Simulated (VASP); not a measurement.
A run of VASP 6.6.1 is set up as follows.

POSCAR

```
Al
1.0
    0.0000000000      2.0248050000      2.0248050000
    2.0248050000      0.0000000000      2.0248050000
    2.0248050000      2.0248050000      0.0000000000
Al
1
Direct
    0.0000000000      0.0000000000      0.0000000000
```

INCAR.step1

```
ALGO = Normal
EDIFF = 1E-5
ENCUT = 520
GGA = PE
ISIF = 2
ISMEAR = -1
LASPH = T
LCHARG = F
LREAL = F
LWAVE = T
NELM = 80
PREC = Accurate
SIGMA = 0.05
```

File INCAR.step2:

```
AEXX = 0.5
ALGO = Normal
EDIFF = 1E-7
ENCUT = 520
ISIF = 2
ISMEAR = -1
ISTART = 1
LASPH = T
LCHARG = F
LHFCALC = T
LMIXTAU = T
LREAL = F
LWAVE = F
METAGGA = R2SCAN
NELM = 80
PREC = Accurate
PRECFOCK = Fast
SIGMA = 0.05
```

KPOINTS

```
k-points
0
Gamma
  6 6 6
```

The input KPOINTS_OPT:

```
path GXWKGLUWLK,UX
12
line-mode
reciprocal
 0.0000000000  0.0000000000  0.0000000000  G
 0.5000000000  0.0000000000  0.5000000000  X

 0.5000000000  0.0000000000  0.5000000000  X
 0.5000000000  0.2500000000  0.7500000000  W

 0.5000000000  0.2500000000  0.7500000000  W
 0.3750000000  0.3750000000  0.7500000000  K

 0.3750000000  0.3750000000  0.7500000000  K
 0.0000000000  0.0000000000  0.0000000000  G

 0.0000000000  0.0000000000  0.0000000000  G
 0.5000000000  0.5000000000  0.5000000000  L

 0.5000000000  0.5000000000  0.5000000000  L
 0.6250000000  0.2500000000  0.6250000000  U

 0.6250000000  0.2500000000  0.6250000000  U
 0.5000000000  0.2500000000  0.7500000000  W

 0.5000000000  0.2500000000  0.7500000000  W
 0.5000000000  0.5000000000  0.5000000000  L

 0.5000000000  0.5000000000  0.5000000000  L
 0.3750000000  0.3750000000  0.7500000000  K

 0.6250000000  0.2500000000  0.6250000000  U
 0.5000000000  0.0000000000  0.5000000000  X
```

Potentials or basis: VASP PAW PBE potentials, release 64 (Al).

Launch:

```bash
$ cat potpaw_PBE.64/Al/POTCAR > POTCAR
$ cp INCAR.step1 INCAR
$ mpirun -np 1 vasp_std > vasp.out
$ cp INCAR.step2 INCAR
$ mpirun -np 1 vasp_std > vasp.out
```

Q: What does it give for the pressure?

A: -2.7 GPa.

Levels at the corners of the path, in eV from the Fermi level:
```tsv
point	band 2	band 3	band 4	band 5
Γ	15.10	15.10	15.10	16.58
X	-3.28	6.83	7.16	7.16
X	-3.28	6.83	7.16	7.16
W	-1.34	-0.14	1.32	18.52
W	-1.34	-0.14	1.32	18.48
K	-2.27	-0.83	8.27	10.02
K	-2.27	-0.83	8.27	10.02
Γ	15.10	15.10	15.10	16.58
Γ	15.10	15.10	15.10	16.58
L	-7.09	13.70	13.71	13.75
L	-7.09	13.70	13.71	13.75
U	-2.27	-0.83	8.27	10.02
U	-2.27	-0.83	8.27	10.02
W	-1.34	-0.14	1.32	18.43
W	-1.34	-0.14	1.32	18.43
L	-7.09	13.70	13.73	13.75
L	-7.09	13.70	13.74	13.75
K	-2.27	-0.83	8.27	10.02
U	-2.27	-0.83	8.27	10.02
X	-3.28	6.83	7.16	7.16
```

Caveat: the k mesh is coarse (spacing up to 0.45 Å⁻¹), so the values aren't converged, least of all with exact exchange; an unscreened hybrid on a path of extra k points without a Coulomb cutoff has errors near the mesh points, so the bands along the path aren't reliable; the PAW data sets were made with another functional, which shifts forces and pressure a little.
